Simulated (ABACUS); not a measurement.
The system is NiO.

```
Ni O
1.0
     0.00000    2.08590    2.08590
     2.08590    0.00000    2.08590
     2.08590    2.08590    0.00000
Ni O
1 1
Cartesian
  0.0000 0.0000 0.0000
  2.0859 2.0859 2.0859
```

Program: ABACUS 3.10.1. Alike in all runs: task single point; spin collinear, ferromagnetic start; cell as given; smearing fermi-dirac 0.05 eV.

Order these runs on this cell by their pressure, lowest first.
A. level PBE; potentials or basis Ansatz NC PBE, TZDP LCAO (the cutoffs set its grid); k mesh 10 × 10 × 10; cutoff (eV) 1401; SCF threshold on the density 1e-07; eigensolver genelpa
B. level BLYP; potentials or basis PseudoDojo NC SR 0.5 PBE standard, DZP LCAO (the cutoffs set its grid); k mesh 10 × 10 × 10; cutoff (eV) 1361; SCF threshold on the density 1e-07; eigensolver genelpa
C. level rSCAN; potentials or basis SG15 ONCV 1.2 PBE, plane waves; k mesh 7 × 7 × 7; cutoff (eV) 1537; SCF threshold on the density 1e-08; eigensolver dav

C (0.7 GPa), A (6.8 GPa), B (14.0 GPa).

Caveats: a cell with one magnetic atom can't hold antiferromagnetic order, which such compounds often take; the potentials were made for another functional, which shifts forces and pressure (some runs); the atomic orbitals were generated for these runs and aren't a published set (some runs); the basis of atomic orbitals isn't converged, which shifts pressures, moduli and gaps (some runs).
